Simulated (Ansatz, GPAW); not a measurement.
MnS: 3 runs at one level of theory

```xyz
2
Lattice="0.0000 2.6045 2.6045 2.6045 0.0000 2.6045 2.6045 2.6045 0.0000" Properties=species:S:1:pos:R:3 pbc="T T T"
Mn    0.0000    0.0000    0.0000
S     2.6045    2.6045    2.6045
```

Alike in all runs: task single point; functional PBE; k mesh 9 × 9 × 9; occupations gaussian, width 0.024 eV; collinear spin, ferromagnetic start; no spin-orbit coupling. The measured crystal is an antiferromagnetic insulator; the state found here is the runs' own. Pressure is positive in compression and, in plane waves, holds the error of the finite cutoff, which Ansatz's Pulay term estimates and takes out.

```csv
program and potentials,plane-wave cutoff (eV),notes,pressure (GPa),net moment per atom (μB)
"Ansatz, Ansatz PAW",420,Pulay term of +0.04 GPa included,-2.84,2.36
"GPAW, GPAW PAW data sets (gpaw-data 1.2.1)",600,-,-2.88,2.35
"Ansatz, all-electron LAPW, scalar-relativistic",-,-,-2.82,2.36
```

The pressure spans -2.88 (GPAW, GPAW PAW data sets (gpaw-data 1.2.1)) to -2.82 GPa (Ansatz, all-electron LAPW, scalar-relativistic), with all-electron results at -2.82. The net moment per atom spans 2.35 (GPAW, GPAW PAW data sets (gpaw-data 1.2.1)) to 2.36 μB (Ansatz, all-electron LAPW, scalar-relativistic), with all-electron results at 2.36. The state is the one that the start led to, which needn't be the lowest.

The functional is the same throughout but for its coding, so the spread measures potentials, basis and numerics; runs on potential files found faulty are left out.
